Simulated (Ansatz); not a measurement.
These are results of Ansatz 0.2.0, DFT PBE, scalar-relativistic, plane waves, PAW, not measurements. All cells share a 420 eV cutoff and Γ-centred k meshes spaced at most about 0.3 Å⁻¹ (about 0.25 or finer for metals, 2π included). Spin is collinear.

Temperature and zero-point effects are left out.

Two relaxed structures of LiF3:

1. (parallel moments up to 0.7 μB)

```cif
data_structure
_symmetry_space_group_name_H-M 'P-6m2'
_symmetry_Int_Tables_number 187
_cell_length_a 3.0016
_cell_length_b 3.0016
_cell_length_c 7.0478
_cell_angle_alpha 90.000
_cell_angle_beta 90.000
_cell_angle_gamma 120.000
_cell_volume 54.99
loop_
_atom_site_label
_atom_site_type_symbol
_atom_site_symmetry_multiplicity
_atom_site_Wyckoff_symbol
_atom_site_fract_x
_atom_site_fract_y
_atom_site_fract_z
_atom_site_occupancy
Li1 Li 1 e 0.66667 0.33333 0.00000 1
F1 F 1 f 0.66667 0.33333 0.50000 1
F2 F 2 h 0.33333 0.66667 0.13838 1
```

2. (parallel moments up to 0.7 μB)

```cif
data_structure
_symmetry_space_group_name_H-M 'Im-3m'
_symmetry_Int_Tables_number 229
_cell_length_a 4.4102
_cell_length_b 4.4102
_cell_length_c 4.4102
_cell_angle_alpha 90.000
_cell_angle_beta 90.000
_cell_angle_gamma 90.000
_cell_volume 85.78
loop_
_atom_site_label
_atom_site_type_symbol
_atom_site_symmetry_multiplicity
_atom_site_Wyckoff_symbol
_atom_site_fract_x
_atom_site_fract_y
_atom_site_fract_z
_atom_site_occupancy
Li1 Li 2 a 0.00000 0.00000 0.00000 1
F1 F 6 b 0.50000 0.00000 0.00000 1
```

Question: Which would you expect to be lower, and how large is the difference?

Answer: Cell 2 is lower, by 81 meV/atom. Cell 1 has space group P-6m2 (No. 187), 13.7 Å³/atom and no gap on its mesh; cell 2 has space group Im-3m (No. 229), 10.7 Å³/atom and no gap. Counting F atoms around Li (those within 1.25 times the shortest such distance or 1.15 times the sum of covalent radii; the shortest distance is added where it is long for a bond), cell 1 has Li 6 and cell 2 has Li 6 from 2.2 Å. In cell 1, Li is surrounded by 6 F at 1.99 Å, 6 Li at 3.00 Å and 8 F at 3.52–3.60 Å; F on a site of symmetry -6m2 has 12 F at 3.00–3.08 Å and 2 Li at 3.52 Å (long contacts); F on a site of symmetry 3m has 1 F at 1.95 Å, 3 Li at 1.99 Å and 9 F at 3.00–3.08 Å. In cell 2, Li is surrounded by 6 F at 2.21 Å; F has 2 Li at 2.21 Å and 4 F at 2.21 Å. Both come from invented guesses.

Weakly bound directions are ill-defined at this level, which has no dispersion term (P-6m2), and this can change margins and order among such cells. Another magnetic order may lie lower. Cells relaxed within their symmetry can be saddle points.
